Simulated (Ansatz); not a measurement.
Born–Oppenheimer molecular dynamics of a periodic cell of 13 atoms, Sc (host Sc, host structure P6_3/mmc, interstitial Sc). It goes on from the last frame of an earlier run, with new velocities.

These are results of DFT PBE-D3(BJ), scalar-relativistic, plane waves, PAW (Ansatz 0.2.0), not measurements. Settings: accuracy low, cutoff 420 eV, k mesh 2x1x2, fermi-dirac smearing 0.15 eV, no spin polarisation.

- ensemble: NVT, Nosé–Hoover chain
- time step: 2 fs
- steps asked: 230
- set temperature: 2100 K
- thermostat: time constant 100 fs, chain length 1
- seed: 170335

Frames 20 fs apart, positions in Å.

Velocities at 120.0 fs (Å/ps):

```
Sc -7.80 -0.38 -3.96
Sc -5.04 -1.20 -5.58
Sc 10.09 -7.26 9.16
Sc 3.14 5.32 4.68
Sc 6.12 4.68 -2.73
Sc -0.18 0.14 7.77
Sc 5.72 0.83 -3.65
Sc -12.62 -10.67 -2.90
Sc -1.88 -4.69 4.36
Sc 1.22 6.90 -5.31
Sc -5.52 -3.28 2.42
Sc 4.60 1.77 -7.34
Sc 2.15 7.87 3.08
```

```xyz
13
Lattice="6.6176 0.0000 0.0000 -4.9632 8.5965 0.0000 0.0000 0.0000 5.2680" Properties=species:S:1:pos:R:3 time_fs=120.0 energy_less_start_eV=0.880 T=1820
Sc -1.339 2.296 2.034
Sc 1.889 2.087 2.105
Sc -0.429 5.280 2.194
Sc 0.357 3.473 4.504
Sc -3.563 7.863 1.872
Sc -2.323 6.443 5.327
Sc 3.544 1.508 -0.051
Sc 4.276 -0.372 3.350
Sc 2.924 4.739 1.748
Sc 4.125 4.304 4.090
Sc 0.335 7.829 0.950
Sc 1.492 6.132 4.740
Sc 0.341 0.942 -0.560
13
Lattice="6.6176 0.0000 0.0000 -4.9632 8.5965 0.0000 0.0000 0.0000 5.2680" Properties=species:S:1:pos:R:3 time_fs=140.0 energy_less_start_eV=0.924 T=1884
Sc -1.469 2.300 1.974
Sc 1.777 2.083 2.032
Sc -0.210 5.136 2.345
Sc 0.444 3.615 4.632
Sc -3.456 7.948 1.883
Sc -2.245 6.503 5.446
Sc 3.628 1.519 -0.157
Sc 4.009 -0.602 3.299
Sc 2.845 4.649 1.809
Sc 4.127 4.379 4.018
Sc 0.210 7.796 1.011
Sc 1.591 6.165 4.539
Sc 0.379 1.032 -0.529
13
Lattice="6.6176 0.0000 0.0000 -4.9632 8.5965 0.0000 0.0000 0.0000 5.2680" Properties=species:S:1:pos:R:3 time_fs=160.0 energy_less_start_eV=0.793 T=2083
Sc -1.541 2.320 1.976
Sc 1.663 2.124 2.040
Sc -0.005 5.006 2.379
Sc 0.561 3.788 4.836
Sc -3.440 8.007 1.987
Sc -2.041 6.591 5.530
Sc 3.633 1.519 -0.333
Sc 3.753 -0.847 3.289
Sc 2.717 4.597 1.766
Sc 4.104 4.356 4.032
Sc 0.130 7.825 1.071
Sc 1.708 6.255 4.293
Sc 0.385 0.983 -0.564
13
Lattice="6.6176 0.0000 0.0000 -4.9632 8.5965 0.0000 0.0000 0.0000 5.2680" Properties=species:S:1:pos:R:3 time_fs=180.0 energy_less_start_eV=0.778 T=2220
Sc -1.570 2.338 2.016
Sc 1.576 2.184 2.112
Sc 0.099 4.900 2.308
Sc 0.670 3.933 5.074
Sc -3.557 8.045 2.103
Sc -1.826 6.590 5.631
Sc 3.553 1.496 -0.549
Sc 3.567 -1.104 3.320
Sc 2.659 4.621 1.597
Sc 4.071 4.288 4.120
Sc 0.181 7.916 1.127
Sc 1.851 6.469 4.091
Sc 0.356 0.848 -0.648
13
Lattice="6.6176 0.0000 0.0000 -4.9632 8.5965 0.0000 0.0000 0.0000 5.2680" Properties=species:S:1:pos:R:3 time_fs=200.0 energy_less_start_eV=1.408 T=1931
Sc -1.585 2.348 2.030
Sc 1.534 2.231 2.220
Sc 0.058 4.848 2.263
Sc 0.720 4.012 5.189
Sc -3.742 8.097 2.111
Sc -1.674 6.484 5.774
Sc 3.403 1.427 -0.742
Sc 3.468 -1.384 3.367
Sc 2.785 4.754 1.400
Sc 4.037 4.223 4.230
Sc 0.339 8.047 1.201
Sc 1.983 6.704 3.994
Sc 0.302 0.733 -0.736
13
Lattice="6.6176 0.0000 0.0000 -4.9632 8.5965 0.0000 0.0000 0.0000 5.2680" Properties=species:S:1:pos:R:3 time_fs=220.0 energy_less_start_eV=1.485 T=1999
Sc -1.605 2.362 1.982
Sc 1.544 2.305 2.310
Sc -0.053 4.863 2.333
Sc 0.698 4.011 5.101
Sc -3.849 8.178 1.922
Sc -1.569 6.351 5.937
Sc 3.216 1.285 -0.850
Sc 3.448 -1.661 3.411
Sc 3.026 4.969 1.318
Sc 4.026 4.160 4.279
Sc 0.475 8.165 1.308
Sc 2.056 6.787 4.047
Sc 0.215 0.747 -0.796
13
Lattice="6.6176 0.0000 0.0000 -4.9632 8.5965 0.0000 0.0000 0.0000 5.2680" Properties=species:S:1:pos:R:3 time_fs=240.0 energy_less_start_eV=0.818 T=2571
Sc -1.635 2.400 1.884
Sc 1.591 2.456 2.329
Sc -0.105 4.883 2.464
Sc 0.641 3.942 4.914
Sc -3.757 8.266 1.604
Sc -1.436 6.286 6.043
Sc 3.047 1.066 -0.851
Sc 3.448 -1.854 3.477
Sc 3.188 5.174 1.409
Sc 4.041 4.052 4.229
Sc 0.473 8.231 1.454
Sc 2.071 6.704 4.208
Sc 0.061 0.917 -0.863
13
Lattice="6.6176 0.0000 0.0000 -4.9632 8.5965 0.0000 0.0000 0.0000 5.2680" Properties=species:S:1:pos:R:3 time_fs=260.0 energy_less_start_eV=0.163 T=3122
Sc -1.672 2.470 1.749
Sc 1.665 2.651 2.256
Sc -0.028 4.858 2.545
Sc 0.590 3.836 4.802
Sc -3.465 8.352 1.301
Sc -1.236 6.295 6.015
Sc 2.943 0.818 -0.778
Sc 3.403 -1.895 3.594
Sc 3.186 5.289 1.625
Sc 4.042 3.879 4.150
Sc 0.338 8.237 1.639
Sc 2.042 6.575 4.375
Sc -0.179 1.159 -0.972
13
Lattice="6.6176 0.0000 0.0000 -4.9632 8.5965 0.0000 0.0000 0.0000 5.2680" Properties=species:S:1:pos:R:3 time_fs=280.0 energy_less_start_eV=0.890 T=2684
Sc -1.716 2.566 1.566
Sc 1.778 2.784 2.107
Sc 0.123 4.847 2.533
Sc 0.573 3.724 4.851
Sc -3.120 8.426 1.122
Sc -0.993 6.302 5.890
Sc 2.932 0.649 -0.738
Sc 3.296 -1.846 3.697
Sc 3.073 5.331 1.875
Sc 4.003 3.679 4.142
Sc 0.188 8.231 1.847
Sc 1.969 6.485 4.513
Sc -0.477 1.345 -1.103
13
Lattice="6.6176 0.0000 0.0000 -4.9632 8.5965 0.0000 0.0000 0.0000 5.2680" Properties=species:S:1:pos:R:3 time_fs=300.0 energy_less_start_eV=1.828 T=2052
Sc -1.758 2.682 1.361
Sc 1.920 2.761 1.943
Sc 0.240 4.895 2.488
Sc 0.603 3.634 5.002
Sc -2.864 8.450 1.136
Sc -0.761 6.243 5.775
Sc 3.015 0.644 -0.834
Sc 3.126 -1.809 3.674
Sc 2.970 5.383 2.062
Sc 3.923 3.519 4.215
Sc 0.104 8.265 2.058
Sc 1.865 6.448 4.648
Sc -0.756 1.408 -1.226
13
Lattice="6.6176 0.0000 0.0000 -4.9632 8.5965 0.0000 0.0000 0.0000 5.2680" Properties=species:S:1:pos:R:3 time_fs=320.0 energy_less_start_eV=2.746 T=1442
Sc -1.780 2.796 1.234
Sc 2.066 2.596 1.839
Sc 0.267 4.957 2.510
Sc 0.677 3.564 5.103
Sc -2.746 8.411 1.307
Sc -0.618 6.161 5.693
Sc 3.124 0.777 -1.037
Sc 2.926 -1.834 3.545
Sc 2.938 5.452 2.134
Sc 3.786 3.491 4.285
Sc 0.114 8.313 2.221
Sc 1.784 6.469 4.778
Sc -0.911 1.369 -1.311
13
Lattice="6.6176 0.0000 0.0000 -4.9632 8.5965 0.0000 0.0000 0.0000 5.2680" Properties=species:S:1:pos:R:3 time_fs=340.0 energy_less_start_eV=2.607 T=1550
Sc -1.750 2.884 1.254
Sc 2.179 2.393 1.830
Sc 0.219 4.976 2.636
Sc 0.778 3.501 5.089
Sc -2.744 8.323 1.485
Sc -0.637 6.117 5.618
Sc 3.147 0.944 -1.210
Sc 2.764 -1.902 3.435
Sc 2.936 5.465 2.063
Sc 3.606 3.656 4.285
Sc 0.219 8.293 2.252
Sc 1.778 6.550 4.880
Sc -0.867 1.324 -1.314
```

Of the whole run (460 fs, mean temperature of the second half 2369 K): The conserved energy stayed within 0.23 meV per atom of its start (net change 0.029 meV per atom), so the integration is sound. The mean temperature of the second half is 13 % above the set value. A run of 0.46 ps of so small a system gives no equilibrium averages. Limits of this set-up: coarse k mesh, low accuracy level.

Time of the run: 17 min on 1 thread of Arm Neoverse V2 (shared host), peak memory 0.6 GiB.
